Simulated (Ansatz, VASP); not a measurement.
## ZrC: VASP beside Ansatz

The input INCAR:

```
SYSTEM = ZrC
ALGO = Normal
EDIFF = 1E-7
EDIFFG = -0.02
ENCUT = 600
GGA = CA
IBRION = 2
ISIF = 3
ISMEAR = -1
LASPH = .True.
LCHARG = .False.
LREAL = .False.
LWAVE = .False.
NELM = 80
NSW = 80
PREC = Accurate
SIGMA = 0.1
```

File KPOINTS:

```
k-points
0
Gamma
  10 10 10
  0 0 0
```

File POSCAR:

```
ZrC
1.0
    0.0000000000      2.3650000000      2.3650000000
    2.3650000000      0.0000000000      2.3650000000
    2.3650000000      2.3650000000      0.0000000000
Zr C
1 1
Direct
    0.5000000000      0.5000000000      0.5000000000
    0.0000000000      0.0000000000      0.0000000000
```

Input for Ansatz:

```yaml
crystal:
  lattice:
    - [0.0, 2.365, 2.365]
    - [2.365, 0.0, 2.365]
    - [2.365, 2.365, 0.0]
  atoms:
    - { symbol: Zr, position: [0.5, 0.5, 0.5] }
    - { symbol: C, position: [0.0, 0.0, 0.0] }
basis:
  ecutwfc: 510.0
kpoints:
  mp_grid:
    grid: [10, 10, 10]
hamiltonian:
  xc: lda
scf:
  occupations:
    method: fermi_dirac
    width: 0.1
relax:
  f_tol: 0.02
  cell:
    p_target: 0.0
```

Alike in both runs: task relaxation of cell and atoms; functional LDA; k mesh 10 × 10 × 10; occupations fermi-dirac, width 0.1 eV; no spin polarisation.

```csv
,VASP,Ansatz
version,VASP 6.6.1,Ansatz 0.2.0
potentials or method,"VASP PAW LDA potentials, release 64 (Zr_sv, C)","plane waves, PAW"
plane-wave cutoff (eV),600,510
valence electrons in the cell,16,16
```

```tsv
	VASP	Ansatz	Ansatz less VASP
relaxed volume (Å³/atom)	12.53	12.50	-0.029
relaxed cell length with the largest relative difference (Å)	3.285	3.282	-0.0025
energy change over the relaxation (meV/atom)	-27	-30	-2.2
```

LDA usually gives volumes a few per cent too small. Zero-point motion and thermal expansion aren't in these numbers.
